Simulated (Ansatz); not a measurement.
# Os: the cost of one run

Program: Ansatz 0.2.0. Level of theory: DFT PBE, scalar-relativistic, plane waves, PAW. These are calculated values, not measurements.

## (1) The structure to begin with

The structure is hexagonal, space group P6_3/mmc (No. 194). Conventional cell: a = 2.787 Å, b = 2.787 Å, c = 8.989 Å, α = 90.00°, β = 90.00°, γ = 120.00°. Os (site symmetry -3m) has 12 Os at 2.76 to 2.79 Å as nearest neighbours. Os (site symmetry -6m2) has 12 Os at 2.76 to 2.79 Å as nearest neighbours.

Coordinates:

```
CELL_PARAMETERS angstrom
2.78697 0.00000 0.00000
-1.39349 2.41359 0.00000
0.00000 0.00000 8.98854
ATOMIC_POSITIONS crystal
Os 0.00000 0.00000 0.00000
Os 0.00000 0.00000 0.50000
Os 0.33333 0.66667 0.75000
Os 0.66667 0.33333 0.25000
```

This is candidate A: dhcp type (P6_3/mmc, No. 194).

(A quick probe on a coarse mesh, which set the mesh and smearing, is not shown.)

## (3) A loose first relaxation (candidate A)

Contents of input.yaml:

```yaml
crystal:
  lattice:
    - [2.7869721885, 0.0, 0.0]
    - [-1.3934860942, 2.4135887149, 0.0]
    - [0.0, 0.0, 8.9885353806]
  atoms:
    - { symbol: Os, position: [0.0, 0.0, 0.0] }
    - { symbol: Os, position: [0.0, 0.0, 0.5] }
    - { symbol: Os, position: [0.3333333333, 0.6666666667, 0.75] }
    - { symbol: Os, position: [0.6666666667, 0.3333333333, 0.25] }
basis:
  ecutwfc: 420
kpoints:
  mp_grid: { grid: [9, 9, 2] }
hamiltonian:
  xc: pbe
scf:
  occupations: { method: gaussian, width: 0.1 }
  lower_state_search: "off"
output:
  forces: true
  stress: true
  eigenvalues: true
relax:
  adjacent_minimum: "off"
  f_tol: 0.04
  max_steps: 70
  cell: { stress_tol: 0.4 }
```

Q: Estimate wall time and peak memory on 1 thread of an x86-64 CPU, shared host.

About 11 s, with a peak of 0.38 GiB.
